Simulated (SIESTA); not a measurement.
Runs of SIESTA 5.4.2 on C. The cell holds a slab with vacuum, 6 atoms: a = 2.456 Å, b = 2.456 Å, c = 22.173 Å, α = 90.00°, β = 90.00°, γ = 120.00°. The slab is cut from a database's or a generator's crystal, which needn't be the stable form of the element.

```csv
level,potentials or basis,gap on the mesh (eV),largest force (eV/Å),work function (eV)
PBEsol,"PseudoDojo 0.4 standard (PBEsol files), DZP (energy shift 0.003 Ry)",0.00,0.03,(a)
WC,"PseudoDojo 0.4 standard (PBEsol files), DZP (energy shift 0.003 Ry)",0.00,0.03,4.23
PW91,"PseudoDojo 0.4 standard (PBE files), DZP (energy shift 0.003 Ry)",0.00,0.03,(b)
AM05,"PseudoDojo 0.4 standard (PBEsol files), DZP (energy shift 0.003 Ry)",0.00,0.03,4.20
LDA,"PseudoDojo 0.4 standard (LDA files), DZP (energy shift 0.003 Ry)",0.00,0.05,4.47
```

Alike in all rows: task single point; no spin polarisation; cell as given; k mesh 12 × 12 × 1; smearing fermi-dirac 0.05 eV; grid cutoff 500 Ry; energy shift 0.003 Ry.

Fill in the values left out.

(a) 4.25; (b) 4.22.

Caveats: the basis of atomic orbitals isn't converged, which shifts pressures, moduli and gaps; the potentials were made for another functional, which shifts forces and pressure (some runs).

A k mesh can miss the band edges.

Runs at the PBE level aren't shown here.
